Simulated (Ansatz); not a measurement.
## RbBr (Fm-3m): elasticity against pressure

```xyz
2
Lattice="0.0000 3.4249 3.4249 3.4249 0.0000 3.4249 3.4249 3.4249 0.0000" Properties=species:S:1:pos:R:3 pbc="T T T"
Rb    0.0000    0.0000    0.0000
Br    3.4249    3.4249    3.4249
```

This is the zero-pressure cell. At each pressure cell and atoms are relaxed in this structure, and the constants are slopes of the stress at strains of ±0.005 with relaxed ions (the coefficients that govern stability under load). Level: PBEsol, PAW on Ansatz 0.2.0's default frozen-core files (fitted under PBE), scalar-relativistic; k mesh 6×6×6, strains of ±0.005, fixed occupations, cutoff 420 eV. P is the pressure of the relaxed cell, less that of this one.

```csv
P (GPa),V/V₀,C11 (GPa),C12 (GPa),C44 (GPa)
0.00,1.0000,32.9,4.1,4.0
1.04,0.9380,46.1,5.3,3.4
2.01,0.8956,57.9,6.3,2.7
4.01,?,?,?,?
7.01,0.7708,112.8,11.1,-1.1
10.02,0.7264,143.7,13.9,-3.5
15.02,0.6737,192.7,18.3,-7.7
```

Question: Does the bulk modulus from the constants agree with the pressure-volume curve?

Answer: A third-order Birch-Murnaghan fit to the volumes shown (F against f, f = [(V₀/V)^(2/3) − 1]/2) gives B₀ = 13.7 GPa and B′ = 5.1. Its −V dP/dV stands beside (C11 + 2C12)/3:

```
P (GPa)  from P(V)  from the constants
   0.00       13.7                13.7
   1.04       18.9                18.9
   2.01       23.4                23.5
   7.01       45.0                45.0
  10.02       57.3                57.2
  15.02       77.1                76.4
```

Question: What are the pressure derivatives at zero pressure?

Answer: Slopes at V₀ of quadratic fits in −ln(V/V₀) through the first four rows shown, divided by B₀: dC11/dP = 12.2, dC12/dP = 1.0, dC44/dP = -0.5. The mean slopes up to 2.0 GPa are 12.4, 1.1, -0.7; curvature and scatter of the constants part the two. The combination (dC11/dP + 2 dC12/dP)/3 = 4.8 stands against B′.

Question: Fill the row at 4.01 GPa.

Answer: Cubic fits in −ln(V/V₀) through all rows shown give C11 = 80.5, C12 = 8.2, C44 = 1.2 GPa. Computed: V/V₀ = 0.8334, C11 (GPa) = 80.6, C12 (GPa) = 8.3, C44 (GPa) = 1.2.

Question: Does a shear stiffness soften?

Answer: C44 goes from 4.0 to -7.7 GPa; (C11 − C12)/2 goes from 14.4 to 87.2 GPa. The lattice turns mechanically unstable between 4.0 and 7.0 GPa, where the matrix gains a negative eigenvalue.

Limits of these numbers: no other phase was computed; many crystals of this kind change structure within this range, and rows or crossings beyond such a change describe a metastable lattice; frozen-core PAW files fitted under PBE, their cores solved anew for the functional of the run; phonons weren't checked at these pressures.
